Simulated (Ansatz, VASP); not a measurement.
# Ga35PtN36 (Pt_Ga) in two plane-wave programs

Wanted: the spread between two codes on one cell, functional and k mesh. The cell is taken from a series of runs on this material, whose earlier steps may have relaxed, scaled, displaced or heated it; both programs get it as it stands.

Main program and level: Ansatz 0.2.0; plane waves, with VASP 6.6.1 beside it; single point at r2SCAN.

## Step 1: The starting structure

The cell holds 72 atoms: 35 Ga, 36 N and 1 Pt. Cell: a = 9.550 Å, b = 9.550 Å, c = 10.368 Å, α = 90.0°, β = 90.0°, γ = 120.0°. It derives from GaN (GaN (P6_3mc)). Nearest the centre at fractional (0.444, 0.556, 0.500): Pt72 at 0.05 Å, N55 at 1.99 Å, N52 at 2.05 Å, N40 at 2.07 Å, N56 at 2.08 Å, N53 at 3.20 Å, Ga7 at 3.20 Å, Ga17 at 3.21 Å. The cell carries charge +1.

As a file:

```xyz
72
Lattice="9.5498 0.0000 0.0000 -4.7749 8.2704 0.0000 0.0000 0.0000 10.3677" Properties=species:S:1:pos:R:3 pbc="T T T"
Ga    1.5778    0.9183    2.5909
Ga   -0.0214    1.8230    5.1887
Ga    1.5844    0.9135    7.7860
Ga   -0.0103    1.8362   10.3629
Ga   -0.0329    3.6710    2.5545
Ga   -1.6316    4.6185    5.1920
Ga   -0.0257    3.6572    7.7769
Ga   -1.6062    4.6052   10.3587
Ga   -1.6082    6.4365    2.5875
Ga   -3.2102    7.3572    5.1857
Ga   -1.6016    6.4353    7.7823
Ga   -3.1968    7.3555    0.0051
Ga    4.7677    0.9202    2.5888
Ga    3.1707    1.7808    5.2131
Ga    4.7800    0.9165    7.7871
Ga    3.1716    1.8302    0.0009
Ga    3.1877    3.6631    2.5589
Ga    3.2324    3.6471    7.8022
Ga    1.5855    4.5980    0.0047
Ga    1.5721    6.4587    2.5536
Ga   -0.0586    7.3789    5.1982
Ga    1.5952    6.4720    7.7860
Ga   -0.0206    7.3571   10.3611
Ga    7.9464    0.9244    2.5914
Ga    6.3562    1.8425    5.1856
Ga    7.9514    0.9256    7.7808
Ga    6.3564    1.8422    0.0053
Ga    6.3603    3.6758    2.5883
Ga    4.8071    4.6190    5.2115
Ga    6.3721    3.6711    7.7852
Ga    4.7730    4.6031    0.0037
Ga    4.7625    6.4358    2.5929
Ga    3.1858    7.3848    5.1946
Ga    4.7732    6.4372    7.7873
Ga    3.1777    7.3610   10.3667
N     1.5720    0.9237    4.5462
N    -0.0099    1.8354    1.9463
N     1.5795    0.9208    9.7324
N    -0.0025    1.8360    7.1355
N    -0.1126    3.6377    4.5056
N    -1.6082    4.6035    1.9402
N    -0.0022    3.6839    9.7248
N    -1.5904    4.5979    7.1375
N    -1.6198    6.4429    4.5431
N    -3.1986    7.3533    1.9566
N    -1.6072    6.4391    9.7275
N    -3.1901    7.3516    7.1363
N     4.7641    0.9261    4.5421
N     3.1713    1.8324    1.9549
N     4.7665    0.9234    9.7329
N     3.1819    1.8258    7.1509
N     3.2735    3.6052    4.5599
N     1.5836    4.5965    1.9800
N     3.1762    3.6774    9.7424
N     1.6235    4.5878    7.1672
N     1.5553    6.5631    4.5181
N    -0.0216    7.3567    1.9437
N     1.5812    6.4323    9.7312
N    -0.0060    7.3487    7.1406
N     7.9405    0.9307    4.5392
N     6.3559    1.8401    1.9560
N     7.9459    0.9249    9.7287
N     6.3621    1.8390    7.1371
N     6.3545    3.6782    4.5412
N     4.7669    4.5970    1.9603
N     6.3578    3.6781    9.7321
N     4.7843    4.5980    7.1497
N     4.7488    6.4353    4.5477
N     3.1745    7.3561    1.9525
N     4.7630    6.4366    9.7350
N     3.1839    7.3579    7.1394
Pt    1.6374    4.6047    5.1592
```

## Step 2: Ansatz: single point, r2SCAN

Ansatz runs on its PAW soft_1 files.

With cell and atoms fixed, the geometry can't cause a difference; cores, projectors, grids and the points listed under the comparison can.

input.yaml

```yaml
crystal:
  checkpoint: "../qp1_M2.relax.run"
  host: checkpoint
total_charge: 1
basis:
  ecutwfc: 500
  xc_grid: 2
hamiltonian:
  xc: r2scan
  pseudopotentials: { kind: paw, azcp: { folder: soft_1 } }
kpoints:
  mp_grid: { grid: [2, 2, 2], shift: [0.5, 0.5, 0.5] }
magnetization:
  spin_polarized: true
  initial_magnetization: 2
  spin_locking: { lock_magnetization: hard }
scf:
  occupations: { method: fermi_dirac, width: 0.01 }
  max_iter: 60
output:
  forces: true
  eigenvalues: true
  charged_corrections:
    epsilon: [5.83, 5.83, 6.02]
    static_epsilon: [10.1, 10.1, 11.19]
    defect_position: [0.444444, 0.555556, 0.499553]
  eigenstates: { localisation: true }
  populations: true
  efg: {}
checkpoint:
  read: "../qp1_M2.relax.run"
  write: "../qp1_M2.point.run"
  compress: false
  write_wavefunctions: false
  write_every: 100000
```

On the command line:

```console
$ ansatz run input.yaml --threads 4 --pin off --max-ram 15073MiB --backend cpu --events-out ev --progress --plain --runs-dir out
```

Numbers of over 12 decimals in the logs are rounded to 6 here.

The log of the run:

```text
Warning: This run holds its total moment fixed (magnetization.spin_locking.lock_magnetization: hard) and mixes its density by anderson or broyden (scf.mixing.algorithm, typed or taken by auto). Slabs with a fixed moment have converged under broyden above another state at the same moment, at the default mixing steps and at smaller ones, and under scf.lower_state_search: standard, light or off a state that such a mixer [...]
crystal.checkpoint: the structure is that of <dir>, a `relax` run, at its step 10: its result, under r2scan at a charge of 1 e; 72 atoms read, 0 with a starting moment; crystal.structure_sha256 for this input is
Pt: output.efg is read without spin–orbit coupling, which moves field gradients at and beside such atoms by some per cent and up to a factor of two; PAW files take it under magnetization.noncollinear and magnetization.spin_orbit
Engine: ansatz 0.2.0, x86_64-unknown-linux-gnu
Pseudopotentials: kind: paw
Pseudopotential: Ga, paw, valence charge 13, recommended cutoff 500 eV (meta_gga), soft_1/Ga.paw.azcp
Pseudopotential: N, paw, valence charge 5, recommended cutoff 500 eV (meta_gga), soft_1/N.paw.azcp
Pseudopotential: Pt, paw, valence charge 18, recommended cutoff 500 eV (meta_gga), soft_1/Pt.paw.azcp
Functional definition: r2SCAN
  parameter k0 = 0.174
  parameter k1 = 0.065
  parameter a1 = 4.9479
  exchange = r2scan_x(k0 = k0, k1 = k1, a1 = a1)
  correlation = r2scan_c
Crystal: 72 atoms, lattice volume = 818.845 Å³
Basis set: ecut = 500 eV, 20899 PW (Γ), exchange–correlation on 144×144×160 points (8 copies of the dense FFT grid, shifted against one another)
Bands: 399, of which v1, the nominal top of the filled ones, is band 326 counted from 1 (325 counted from 0)
Symmetry: 1 space group operations
Space group: P1 (ITA 1), of the structure as read, at distance tolerance 9.4e-5 Å
Magnetic group: BNS 1.1 (UNI 1), of the structure as read, at distance tolerance 9.4e-5 Å
k-points: 4 of 8 (time reversal used)
Non-local potential: Ga, projectors of the file, l = 0: 2, l = 1: 2, l = 2: 3, l = 3: 1
Non-local potential: N, projectors of the file, l = 0: 2, l = 1: 2, l = 2: 1
Non-local potential: Pt, projectors of the file, l = 0: 3, l = 1: 2, l = 2: 2, l = 3: 1
PAW form: soft (Blöchl's): semilocal exchange-correlation on the pseudo side does not see the compensation charge
PAW frozen core: Ga, regenerated for the run's functional (the file was generated under x = pbe(κ = 0.804, μ = 0.219515), c = pbe(β = 0.066725))
PAW frozen core: N, regenerated for the run's functional (the file was generated under x = pbe(κ = 0.804, μ = 0.219515), c = pbe(β = 0.066725))
PAW frozen core: Pt, regenerated for the run's functional (the file was generated under x = pbe(κ = 0.804, μ = 0.219515), c = pbe(β = 0.066725))
PAW one-centre angular grid: Ga, 590 points (default); XC on 160 Gauss nodes
PAW one-centre angular grid: N, 302 points (default); XC on 160 Gauss nodes
PAW one-centre angular grid: Pt, 590 points (default); XC on 160 Gauss nodes
Initial density: read from a saved state, or passed on in memory by an earlier SCF of this step, an earlier step, the calling program or the single point that the run made first
Stability of the state it starts from, as read at its close in the collinear treatment: not read, because the mixer in use, unlike msr1, does not test its closes by its own steps (another_mixer); its run was given moments
Starting moments: Σ|m| = 2 μB on 72 of 72 sites; this step starts from the density that it was given
Initial wavefunctions: pseudopotential atomic-orbital guess — the wavefunctions supplied were not used: k-point sampling differs
Functional: x = r2scan, c = r2scan; τ floored in thin density (d = 2e-4 eV/Å³)
iter 1 solved again at ethr=4.74e-6 eV; its pass at ethr=3.10e-3 eV (dr2=3.09e-2 eV) is discarded
SCF iter   1: F=—  HF=-159102.836821 eV  |F-HF|=—  |Δ(HF+E_count)|=         —  Δρ=1.40e-3 (↑1.31e-3 ↓1.40e-3)  dr2=3.22e-2  dr2_τ=6.98e-4  dr2_m=1.72e-3  M=2.000 μB ∫|m|=2.149 μB  β_m=1.20  ethr=4.74e-6  ⟨swp⟩=3.5  Hψ=18445  notcnv=0
preconditioner: auto → Resta (q_TF=auto, 2.627 Å⁻¹)  ε∞=4.6  [insulator: Δε(μ)=0.284 eV  Ē_g=17.326 eV  σ=0.010 eV  W_gap=1.00  n_scr=236 (ndim 8)  ℏωp=32.9 eV  f_vac=0.010  D(μ)=0.00/eV (n_scr^D=0)  ε∞_Penn≈4.6]
spin=Collinear: Resta preconditioning applied to the charge; magnetization (m = ρ↑ − ρ↓) channel mixes plain (no charge-response kernel on spin).
[...]
k-point 3 ↓: bands = [... 322 lower, 9.2857, 9.3942, 9.5446, 10.9822, 11.1565, 11.4818, 12.9341, 14.2811, ... 69 higher]
--- Löwdin populations: 72 sites ---
  site symbol       q [e]    m [muB]
     0     Ga     12.1370     0.0004
     1     Ga     12.1586    -0.0027
     2      N      5.8137     0.0003
     3      N      5.8115     0.0044
     4     Ga     12.1383     0.0001
     5     Ga     12.1394     0.0000
     6      N      5.8125     0.0004
     7      N      5.8132    -0.0009
     8     Ga     12.1600    -0.0059
     9     Ga     12.1601    -0.0040
    10      N      5.7819     0.3834
    11      N      5.8120     0.0062
    12     Ga     12.1556     0.0013
    13     Ga     12.1392     0.0002
    14      N      5.8052    -0.0033
    15      N      5.8135    -0.0008
    16     Ga     12.1367     0.0003
    17     Ga     12.1414    -0.0011
    18      N      5.8139    -0.0012
    19      N      5.8121     0.0001
    20     Ga     12.1391     0.0001
    21     Ga     12.1377     0.0000
    22      N      5.8127     0.0008
    23      N      5.8127     0.0004
[...]
64     Ga     12.1374     0.0004
    65     Ga     12.1606    -0.0004
    66      N      5.8136     0.0025
    67      N      5.8106     0.0004
    68     Ga     12.1379     0.0001
    69     Ga     12.1391    -0.0001
    70      N      5.8121    -0.0002
    71      N      5.8132    -0.0011
  spilling = 0.001837 (of n_electrons = 652.000000)
```

## Step 3: VASP: single point, r2SCAN

The same cell, functional, mesh and smearing now go to VASP, with its own data sets.

Lines of VASP's logs that name or quote its potential files are left out, and so is its time.

INCAR

```
SYSTEM = Ga35PtN36
PREC = Accurate
ENCUT = 580
EDIFF = 1E-06
NELM = 200
ISMEAR = -1
SIGMA = 0.01
LREAL = Auto
ALGO = Normal
METAGGA = R2SCAN
LASPH = .TRUE.
NELECT = 644
NBANDS = 373
ISPIN = 2
MAGMOM = 0 0 0 0 0 0 0 0 0 -0 -0 0 -0 0 -0 0 -0 0 -0 0 0 0 0 -0 -0 -0 0 -0 0 -0 0 0 0 -0 0 -0 0 0 -0 0.26 0 -0 -0 -0 0 0 0 0.04 0 0 -0 0.16 0 0.01 0.06 0.22 0 0 -0 0.03 0 0 -0 0.03 -0 0 -0 0 0 -0 -0 0.61
LMAXMIX = 4
LORBIT = 11
LWAVE = .FALSE.
LCHARG = .FALSE.
ISIF = 2
ISYM = 0
NUPDOWN = 2
GGA_COMPAT = .FALSE.
LMIXTAU = .TRUE.
```

POSCAR

```
Ga35PtN36
1.0
    9.5498176343      0.0000000000      0.0000000000
   -4.7749088171      8.2703846728      0.0000000000
    0.0000000000      0.0000000000     10.3676632292
Ga N Pt
35 36 1
Direct
    0.2207367101      0.1110370300      0.2499060791
    0.1079779083      0.2204295418      0.5004659016
    0.2211304034      0.1104507151      0.7509928807
    0.1099311586      0.2220227120      0.9995416901
    0.2184880495      0.4438702444      0.2463869602
    0.1083677135      0.5584437374      0.5007831580
    0.2184099807      0.4421998762      0.7501116811
    0.1102165914      0.5568245384      0.9991387850
    0.2207283827      0.7782627509      0.2495739511
    0.1086423506      0.8895891602      0.5001848347
    0.2213507869      0.7781123098      0.7506332322
    0.1099420219      0.8893819138      0.0004902085
    0.5548766221      0.1112659432      0.2496988917
    0.4396758094      0.2153277836      0.5028232834
    0.5559449006      0.1108225111      0.7510944292
    0.4427598004      0.2212928965      0.0000896793
    0.5552511010      0.4429122722      0.2468191695
    0.5589646843      0.4409811552      0.7525526030
    0.4440036716      0.5559654109      0.0004561003
    0.5550915427      0.7809390754      0.2463021268
    0.4399693068      0.8922027643      0.5013879883
    0.5583130096      0.7825463571      0.7509899584
    0.4426294200      0.8895687370      0.9993643133
    0.8879872477      0.1117692552      0.2499533606
    0.7769749957      0.2227797597      0.5001722396
    0.8885803559      0.1119125926      0.7504869134
    0.7769800186      0.2227458207      0.0005136204
    0.8882363219      0.4444553567      0.2496546457
    0.7826212453      0.5584964590      0.5026651490
    0.8891894249      0.4438806110      0.7509121202
    0.7780901729      0.5565808730      0.0003521373
    0.8877923735      0.7781757538      0.2500929063
    0.7800615722      0.8929235629      0.5010394826
    0.8889876643      0.7783391693      0.7511169922
    0.7777755104      0.8900438354      0.9999038203
    0.2204545109      0.1116927893      0.4384962227
    0.1099231899      0.2219271509      0.1877293063
    0.2210679121      0.1113387529      0.9387274908
    0.1107423928      0.2219997762      0.6882453177
    0.2081316459      0.4398457847      0.4345772764
    0.1099059588      0.5566200570      0.1871423206
    0.2224819998      0.4454311120      0.9379910342
    0.1114354968      0.5559457691      0.6884404918
    0.2198986484      0.7790299317      0.4381962179
    0.1096173694      0.8891062073      0.1887172131
    0.2209951385      0.7785739611      0.9382562366
    0.1104088035      0.8889083455      0.6883222742
    0.5548602694      0.1119781408      0.4381017773
    0.4428574605      0.2215656132      0.1885607346
    0.5549427840      0.1116484920      0.9387731457
    0.4435671897      0.2207610224      0.6897285159
    0.5607327319      0.4359116258      0.4398147054
    0.4437137120      0.5557821945      0.1909745869
    0.5549136068      0.4446516049      0.9396957368
    0.4473609231      0.5547212273      0.6913055623
    0.5596451979      0.7935697950      0.4357834172
    0.4424984810      0.8895218397      0.1874757455
    0.5544560970      0.7777554106      0.9386100712
    0.4436480919      0.8885570828      0.6887420390
    0.8877437370      0.1125306015      0.4378261018
    0.7767968803      0.2224880429      0.1886624055
    0.8879669892      0.1118327303      0.9383699305
    0.7773841731      0.2223591018      0.6883995636
    0.8877749809      0.4447462371      0.4380112538
    0.7770838012      0.5558386917      0.1890741207
    0.8881193768      0.4447283802      0.9386997248
    0.7789623566      0.5559546406      0.6896115004
    0.8863279489      0.7781183304      0.4386403466
    0.7771426715      0.8894500347      0.1883307260
    0.8878863751      0.7782719670      0.9389737964
    0.7782328503      0.8896678593      0.6886216248
    0.4498416344      0.5567755644      0.4976285015
```

KPOINTS

```
Points of the shifted mesh
8
Reciprocal
 0.2500000000  0.2500000000  0.2500000000 1
 0.2500000000  0.2500000000  0.7500000000 1
 0.2500000000  0.7500000000  0.2500000000 1
 0.2500000000  0.7500000000  0.7500000000 1
 0.7500000000  0.2500000000  0.2500000000 1
 0.7500000000  0.2500000000  0.7500000000 1
 0.7500000000  0.7500000000  0.2500000000 1
 0.7500000000  0.7500000000  0.7500000000 1
```

Potentials, in the order of the species: Ga_d, N and Pt (PBE family, release 64).

On the command line:

```console
$ export OMP_NUM_THREADS=3
$ mpirun -np 1 vasp_std
```

The log of the run:

```text
[banner, memory and clock lines left out]
running    1 mpi-ranks, on    1 nodes
[...]
Offloading initialized ...    1 GPUs detected
[...]
|                                                                             |
|               ----> ADVICE to this user running VASP <----                  |
|                                                                             |
|     You enforced a specific xc type in the INCAR file but a different       |
|     [... a line on the potential file left out ...]
|     I HOPE YOU KNOW WHAT YOU ARE DOING!                                     |
|                                                                             |

 LDA part: xc-table for (None), standard interpolation
 POSCAR, INCAR and KPOINTS ok, starting setup
[...]
entering main loop
       N       E                     dE             d eps       ncg     rms          rms(c)
DAV:   1     0.133089371158E+05    0.13309E+05   -0.24305E+05 11952   0.352E+03
DAV:   2     0.264030397439E+04   -0.10669E+05   -0.10214E+05 11936   0.103E+03
DAV:   3    -0.463962487529E+03   -0.31043E+04   -0.29290E+04 14000   0.359E+02
DAV:   4    -0.941871104012E+03   -0.47791E+03   -0.46141E+03 12800   0.138E+02
DAV:   5    -0.100949428503E+04   -0.67623E+02   -0.66897E+02 20488   0.503E+01BRMIX: very serious problems
 the old and the new charge density differ
 old charge density:   645.00000 new  643.99999
    0.502E+01
DAV:   6    -0.825095233852E+03    0.18440E+03   -0.27645E+02 17856   0.627E+01    0.431E+01
DAV:   7    -0.827775090102E+03   -0.26799E+01   -0.75854E+01 13888   0.190E+01    0.144E+01
DAV:   8    -0.828935782151E+03   -0.11607E+01   -0.83894E+00 15736   0.137E+01    0.971E+00
DAV:   9    -0.829066655004E+03   -0.13087E+00   -0.12976E+00 15024   0.716E+00    0.578E+00
[...]
DAV:  22    -0.829161303214E+03    0.29403E-05   -0.13396E-06  7272   0.101E-02    0.138E-03
DAV:  23    -0.829161301598E+03    0.16160E-05   -0.75916E-07  6976   0.360E-03    0.957E-04
DAV:  24    -0.829161301404E+03    0.19394E-06   -0.16951E-07  6976   0.332E-03
   1 F= -.82916130E+03 E0= -.82916130E+03  d E =-.100273E-06  mag=     2.0000
```

OUTCAR, selected parts (step 3):

```text
  FREE ENERGIE OF THE ION-ELECTRON SYSTEM (eV)
  ---------------------------------------------------
  free  energy   TOTEN  =      -829.1613014040 eV

  energy  without entropy=     -829.1613013037  energy(sigma->0) =     -829.16130135

 magnetization (x)
# of ion       s       p       d       tot
------------------------------------------
    1        0.000   0.000  -0.000   0.000
    2       -0.001  -0.001   0.007   0.005
    3        0.000  -0.000  -0.000  -0.000
    4        0.000   0.000   0.000   0.000
    5       -0.002  -0.004   0.005  -0.001
    6       -0.001  -0.001   0.007   0.005
    7        0.001   0.002   0.001   0.003
    8        0.000   0.000   0.000   0.000
    9       -0.000   0.000  -0.000   0.000
   10       -0.000  -0.001  -0.000  -0.001
   11        0.000  -0.000  -0.000  -0.000
   12        0.000   0.000  -0.000   0.000
   13       -0.000  -0.001   0.000  -0.001
[...]
--------------------------------------------------
tot          0.052   0.826   0.793   1.671

[... 1 further part left out ...]
```

The run ends at a pressure of 0.32 GPa, with forces up to 0.12 eV/Å.

## Step 4: Side by side

Known differences besides the potentials themselves: VASP starts from the moments at which Ansatz ended; VASP keeps PBE cores, Ansatz makes them for the functional; the cutoff is 500 eV in Ansatz and 580 eV in VASP (PREC = Accurate, projectors in real space); site moments are counted in spheres of each program's own size. Total energies have different zeros and are not compared.

Both answers:

```
                             quantity  Ansatz  VASP  difference
total moment, fixed by the input (μB)    2.00  2.00        0.00
                  moment on Pt72 (μB)    0.61  0.87       -0.25
                   moment on N40 (μB)    0.26  0.24       +0.02
                   moment on N56 (μB)    0.22  0.21       +0.02
                   moment on N52 (μB)    0.16  0.14       +0.01
                   moment on N55 (μB)    0.06  0.05       +0.01
```

Forces on 7 of the 72 atoms, those with the largest forces and the largest differences (eV/Å; atoms numbered as in POSCAR):

```
atom          Ansatz x, y, z            VASP x, y, z
 Ga2     0.064, 0.015, 0.026     0.067, 0.011, 0.032
Ga33    0.022, -0.073, 0.040    0.032, -0.071, 0.055
 N40  -0.026, -0.090, -0.076  -0.005, -0.083, -0.073
 N52   0.029, -0.072, -0.027   0.048, -0.086, -0.050
 N55     0.039, 0.063, 0.007     0.037, 0.072, 0.052
 N56    -0.002, 0.038, 0.069     0.002, 0.024, 0.079
Pt72    -0.018, 0.073, 0.009   -0.061, 0.094, -0.046
```

The forces differ by 8.1 meV/Å r.m.s., which is 36.9 % of the r.m.s. force of 0.022 eV/Å (both taken over all components). The cell carries a charge of +1 e against a uniform background, so its pressure also hangs on how the neutralising background is counted, and in a defect's cell a gap may be the spacing between its levels.

## Step 5: What came out

```json
{
 "difference in moment on Pt72 (single point, r2SCAN)": "-0.25 μB",
 "r.m.s. force difference (single point, r2SCAN)": "8.1 meV/Å"
}
```

What this shows: The r.m.s. force difference is 8.1 meV/Å (single point, r2SCAN), within the 12 meV/Å picked in this series as the mark of a large difference. The data sets hold unlike numbers of valence electrons (652 in Ansatz and 644 in VASP), so part of the differences comes from the potentials. How closely two codes agree says nothing of how well the functional describes the real material.

[Lines on the potential files, build, host, timing and source positions are cut from VASP's logs without a mark.]

[Logs are printed without paths, hosts, clocks, repeated set-up lines and the standing remarks that a program may print on its own settings, such as how far it seeks lower states.]

[Hosts, paths, dates, database ids (printed as entryN), source tags and the programs' standing remarks are cut or masked in the printed files.]
